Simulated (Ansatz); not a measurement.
# MnO2 (P6_3/mmc) in Ansatz: notebook

Runs on MnO2. Level: PBEsol. Tasks: single point.

Everything below comes from runs of Ansatz 0.2.0. Logs are shortened: lines on timing, memory, paths and dates and some standing lists are left out, and cuts for length are marked.

## (1) The structure

Symmetry: P6_3/mmc, No. 194, hexagonal system. The conventional cell has a = 2.855 Å, b = 2.855 Å, c = 10.222 Å, α = 90.00°, β = 90.00°, γ = 120.00°. Around Mn (site symmetry -3m) lie 6 O at 1.90 Å. O (site symmetry 3m) has 3 Mn at 1.90 Å as nearest neighbours.

Measurements of this composition are mostly on another form, of space group No. 136.

## (2) Single point, PBEsol, collinear spin, ferrimagnetic start

Input file input.yaml:

```yaml
crystal:
  lattice:
    - [2.8549554371, 0.0, 0.0]
    - [-1.4274777185, 2.4724639352, 0.0]
    - [0.0, 0.0, 10.2217427273]
  atoms:
    - { symbol: Mn, position: [0.0, 0.0, 0.5], spin: 4.0 }
    - { symbol: Mn, position: [0.0, 0.0, 0.0], spin: -2.0 }
    - { symbol: O, position: [0.6666666667, 0.3333333333, 0.40685645] }
    - { symbol: O, position: [0.6666666667, 0.3333333333, 0.09314355] }
    - { symbol: O, position: [0.3333333333, 0.6666666667, 0.59314355] }
    - { symbol: O, position: [0.3333333333, 0.6666666667, 0.90685645] }
hamiltonian:
  xc: pbesol
  pseudopotentials: { kind: paw }
magnetization:
  spin_polarized: true
kpoints:
  mp_grid: { grid: [11, 11, 3] }
scf:
  occupations: { method: fermi_dirac, width: 0.05 }
output:
  forces: true
  stress: true
  eigenvalues: true
```

Potentials or basis: Ansatz PAW.

Launch:

```sh
$ ansatz run input.yaml --threads 2 --pin off --max-ram 5632MiB --backend cpu --events-out ev --progress --plain --runs-dir out
```

The log of the run:

```text
Warning: RAYON_NUM_THREADS=2 ignored (pool sized by the plan → 2); use --threads N
Engine: ansatz 0.2.0, aarch64-unknown-linux-gnu
Pseudopotentials: kind: paw
Pseudopotential: Mn, paw, valence charge 15, recommended cutoff 420 eV (normal), Mn.paw.azcp
Pseudopotential: O, paw, valence charge 6, recommended cutoff 420 eV (normal), O.paw.azcp
Functional definition: PBEsol
  exchange = pbesol_x
  correlation = pbesol_c
Crystal: 6 atoms, lattice volume = 72.153 Å³
Basis set: ecut = 420 eV, 1427 PW (Γ), exchange–correlation on 40×40×144 points (8 copies of the dense FFT grid, shifted against one another)
Bands: 36, of which v1, the nominal top of the filled ones, is band 27 counted from 1 (26 counted from 0)
Symmetry: 12 space group operations
Space group: P-3m1 (ITA 164), of the structure as read, at distance tolerance 4.2e-5 Å
Magnetic group: BNS 164.85 (UNI 1315), of the structure as read, at distance tolerance 4.2e-5 Å
k-points: 42 of 363
Non-local potential: Mn, projectors of the file, l = 0: 3, l = 1: 2, l = 2: 3, l = 3: 1
Non-local potential: O, projectors of the file, l = 0: 2, l = 1: 2, l = 2: 1
PAW form: soft (Blöchl's): semilocal exchange-correlation on the pseudo side does not see the compensation charge
PAW frozen core: Mn, regenerated for the run's functional, and the local potential with it (the file was generated under x = pbe(κ = 0.804, μ = 0.2195149727645171), c = pbe(β = 0.06672455060314922))
PAW frozen core: O, regenerated for the run's functional, and the local potential with it (the file was generated under x = pbe(κ = 0.804, μ = 0.2195149727645171), c = pbe(β = 0.06672455060314922))
PAW one-centre angular grid: Mn, 590 points (default); XC on 64 Gauss nodes
PAW one-centre angular grid: O, 110 points (default); XC on 64 Gauss nodes
Initial density: superposition of atomic densities (chi_scale 0.1, normalization cell, long waves kept (reshape's long-wave potential 0.21 eV rms))
Starting moments: Σ|m| = 6 μB on 2 of 6 sites
Initial wavefunctions: pseudopotential atomic-orbital guess
Functional: x = pbesol(κ = 0.804, μ = 0.12345679012345678), c = pbesol(β = 0.046)
SCF iter   1: F=—  HF=-9980.608983 eV  |F-HF|=—  |Δ(HF+E_count)|=         —  Δρ=1.00e-1 (↑5.09e-2 ↓1.00e-1)  dr2=7.07e0  dr2_m=2.80e0  M=0.001 μB ∫|m|=6.165 μB  β_m=0.30  ethr=3.10e-3  ⟨swp⟩=6.5  Hψ=12508  notcnv=0  defer=5
Mixer restart at iter 1: flushing history
preconditioner: auto → none  [insulator: Δε(μ)=0.391 eV  Ē_g=10.595 eV  σ=0.050 eV  W_gap=0.95  n_scr=14 (ndim 8)  ℏωp=26.9 eV  f_vac=0.193  D(μ)=0.03/eV (n_scr^D=0)  ε∞_Penn≈7.5]
SCF iter   2: F=—  HF=-9981.284872 eV  |F-HF|=—  |Δ(HF+E_count)|=   6.76e-1  Δρ=6.10e-2 (↑6.10e-2 ↓4.08e-2)  dr2=1.03e0  dr2_m=1.37e0  M=0.000 μB ∫|m|=6.122 μB  β_m=0.34  ethr=3.10e-3  ⟨swp⟩=3.0  Hψ=6967  notcnv=0  defer=168
SCF iter   3: F=—  HF=-9980.450066 eV  |F-HF|=—  |Δ(HF+E_count)|=   8.35e-1  Δρ=4.06e-2 (↑2.76e-2 ↓4.06e-2)  dr2=5.48e-1  dr2_m=6.35e-1  M=0.000 μB ∫|m|=6.122 μB  β_m=0.44  ethr=1.91e-3  ⟨swp⟩=3.3  Hψ=5898  notcnv=0  defer=168
SCF iter   4: F=—  HF=-9980.676298 eV  |F-HF|=—  |Δ(HF+E_count)|=   2.26e-1  Δρ=4.95e-3 (↑3.98e-3 ↓4.95e-3)  dr2=6.46e-3  dr2_m=1.18e-2  M=0.000 μB ∫|m|=6.085 μB  β_m=0.49  ethr=1.02e-3  ⟨swp⟩=3.0  Hψ=5740  notcnv=0  defer=168
[... 9 lines left out ...]
SCF converged after 12 iterations
Magnetization: -0.0000 μB (27.0000 up, 27.0000 down)
Absolute magnetization: 6.0691 μB (∫|ρ↑−ρ↓|, with the PAW one-centre terms)
Spin contamination: 3.0715 ħ² per cell (⟨S²⟩ above its minimum at these occupations)
Per-site moments (μB) at R_I (Å): [(2.4885094799622722, 0.7852030142042465), (-2.4885067330617168, 0.7852030142042467), (0.049402874149667424, 0.7852030142042468), (-0.04940498235927287, 0.7852030142042467), (0.04940287414966749, 0.7852030142042465), (-0.04940498235927314, 0.7852030142042468)]
Free energy (F): -9980.691222 eV
Harris-Foulkes:  -9980.691222 eV  (|F-HF|=1.58e-8)
Internal energy: -9980.691210 eV  (E = F + TS)
E sigma→0 (E₀):  -9980.691216 eV
Entropy (-TS):   -0.000011 eV (-0.002 meV/atom)
Fermi energy:    6.738737 eV
--- Per-component energies (eV) ---
  E_band       = -805.910828
  E_kinetic    = 1295.929373
  E_local      = -8288.461922  (includes V_loc(G=0)·N_el)
  E_nonlocal   = 670.821436
  E_hartree    = 3447.332704
  E_xc         = -515.438481
  E_vxc        = -661.796465  (∫ρ·V_xc dr)
  E_paw        = -3138.636626  (= ΣΔE_a)
  E_vpaw       = -717.088232  (= ΣTr[D̂ρ^β])
  E_aug_tail   = 0.009517  (compensation charges beyond the density's cutoff)
  E_ewald      = -3452.727662
  E_core_change = 0.480452  (= ΣΔE_core)
  E_smearing   = -0.000011  (= −TS)
  E_closure    = -0.000000  (closes the sum)
  Σ components = -9980.691222   (vs F -9980.691222, Δ=0.00e0)
--- Forces (eV/Å), atoms counted from 1 ---
  atom   1  Mn     0.00000000     0.00000000     0.00000000
  atom   2  Mn    -0.00000000     0.00000000     0.00000000
  atom   3  O     -0.00000000     0.00000000     0.18978471
  atom   4  O     -0.00000000     0.00000000    -0.18979608
  atom   5  O      0.00000000    -0.00000000    -0.18978471
  atom   6  O      0.00000000    -0.00000000     0.18979608
  max |Σ_I F_I| component: 1.85e-17 eV/Å
--- Stress (GPa, compression-positive) ---
       -2.944794       0.000000       0.000000
        0.000000      -2.944794      -0.000000
        0.000000      -0.000000      -1.051701
  P = ⅓ Tr σ = -2.3138 GPa (-23.138 kbar)
--- Band table (eV; the first three rows and the last of 84) ---
  k-point 0 ↑: bands = ["-74.9434", "-71.7790", "-43.7185", "-43.7174", "-43.7174", "-40.6752", "-40.6752", "-40.5179", "-13.1832", "-13.0062", "-10.9977", "-10.8525", "0.2980", "0.3840", "0.3840", "1.2989", "1.2989", "1.2997", "4.0126", "4.0126", "4.1742", "4.8960", "4.8960", "4.9530", "4.9868", "4.9868", "6.1895", "7.1486", "7.1486", "8.8383", "9.2588", "9.2588", "10.6303", "10.6303", "13.1907", "14.9002"]
  k-point 1 ↑: bands = ["-74.9434", "-71.7790", "-43.7185", "-43.7174", "-43.7174", "-40.6752", "-40.6752", "-40.5179", "-13.1817", "-13.0081", "-10.9905", "-10.8593", "0.3199", "0.3841", "0.3841", "1.2553", "1.2990", "1.2990", "4.0126", "4.0126", "4.3613", "4.7600", "4.8974", "4.8974", "4.9859", "4.9859", "6.2110", "7.1486", "7.1486", "8.8413", "9.2590", "9.2590", "10.6304", "10.6304", "13.4562", "14.2089"]
  k-point 2 ↑: bands = ["-74.9418", "-71.7773", "-43.7309", "-43.7204", "-43.7162", "-40.6911", "-40.6787", "-40.5150", "-13.0752", "-12.8991", "-11.0235", "-10.8779", "0.3211", "0.4222", "0.4725", "1.1978", "1.3705", "1.4128", "3.5667", "3.7067", "4.3776", "4.4973", "4.7475", "4.8770", "5.1253", "5.1516", "6.2281", "7.3013", "7.3773", "8.8253", "8.9787", "9.1934", "10.3826", "10.5612", "13.5313", "15.1277"]
  k-point 41 ↓: bands = ["-74.9220", "-71.7548", "-43.8488", "-43.8156", "-43.6872", "-40.8293", "-40.7900", "-40.4783", "-11.4190", "-11.3987", "-11.2639", "-11.2469", "0.1920", "0.4173", "0.8955", "1.0990", "1.4781", "1.8363", "2.6223", "2.6882", "3.2655", "3.4655", "3.5608", "3.8453", "4.3041", "5.4692", "5.7428", "7.5380", "8.2471", "8.3788", "8.4722", "8.4817", "9.9907", "10.0006", "18.9466", "19.2013"]
```

Run time: 8.3 s. Hardware: 2 threads of Arm Neoverse V2, shared host; peak memory 0.48 GiB.

Results:

| Quantity | Value |
| --- | --- |
| Free energy | -9980.6912 eV |
| Pressure | -2.3 GPa |
| Largest force | 0.190 eV/Å |
| Band gap on the k mesh | 0.90 eV, indirect (least direct gap 0.94 eV) |
| Net moment | 0.00 μB per cell |
| Absolute moment | 6.07 μB per cell |
| Site moments | Mn +2.49, -2.49; O +0.05, -0.05 μB |

Forces on the atoms (eV/Å):
```
Mn   0.000  0.000  0.000
Mn   0.000  0.000  0.000
O    0.000  0.000  0.190
O    0.000  0.000 -0.190
O    0.000  0.000 -0.190
O    0.000  0.000  0.190
```

Caveat: odd divisions of the mesh miss points on the zone boundary, where band edges often lie, so the gap on the mesh can be too wide; the pressure holds a Pulay correction of +0.7 GPa for the finite cutoff; the PAW data sets come from PBE, with cores solved anew for the run's functional, which leaves a small shift of forces and pressure. A k mesh can miss the band edges.

## (3) Single point, PBEsol, collinear spin, random start

Edit input.yaml of step 2 so:

```diff
@@ -6,4 +6,4 @@
   atoms:
-    - { symbol: Mn, position: [0.0, 0.0, 0.5], spin: 4.0 }
-    - { symbol: Mn, position: [0.0, 0.0, 0.0], spin: -2.0 }
+    - { symbol: Mn, position: [0.0, 0.0, 0.5], spin: -2.09 }
+    - { symbol: Mn, position: [0.0, 0.0, 0.0], spin: 4.04 }
     - { symbol: O, position: [0.6666666667, 0.3333333333, 0.40685645] }
```

Potentials or basis: Ansatz PAW.

Launch:

```sh
$ ansatz run input.yaml --threads 2 --pin off --max-ram 5632MiB --backend cpu --events-out ev --progress --plain --runs-dir out
```

Wall time 8.5 s (2 threads of Arm Neoverse V2, shared host); peak memory 0.48 GiB.

It converged, with:

```
Free energy            : -9980.6912 eV
Pressure               : -2.3 GPa
Largest force          : 0.190 eV/Å
Band gap on the k mesh : 0.90 eV, indirect (least direct gap 0.94 eV)
Net moment             : 0.00 μB per cell
Absolute moment        : 6.07 μB per cell
Site moments           : Mn -2.49, +2.49; O -0.05, +0.05 μB
```

Forces in eV/Å, atoms in the order of the input:
```
Mn   0.000  0.000  0.000
Mn   0.000  0.000  0.000
O    0.000  0.000  0.190
O    0.000  0.000 -0.190
O    0.000  0.000 -0.190
O    0.000  0.000  0.190
```

Stress tensor (GPa, compression positive):
```
-2.94  0.00  0.00
 0.00 -2.94  0.00
 0.00  0.00 -1.05
```

Levels at points of the mesh, in eV from the valence-band top:
Spin up:
```csv
k point,band 25,band 26,band 27,band 28,band 29,band 30
"(0.00, 0.00, 0.00)",-1.26,-1.26,-0.06,0.90,0.90,2.59
```
Spin down:
```csv
k point,band 24,band 25,band 26,band 27,band 28,band 29,band 30,band 31
"(0.00, 0.00, 0.00)",-1.30,-1.26,-1.26,-0.06,0.90,0.90,2.59,3.01
```

Caveat: odd divisions of the mesh miss points on the zone boundary, where band edges often lie, so the gap on the mesh can be too wide; the pressure holds a Pulay correction of +0.7 GPa for the finite cutoff; the PAW data sets come from PBE, with cores solved anew for the run's functional, which leaves a small shift of forces and pressure.

[end of part 1 of 2]
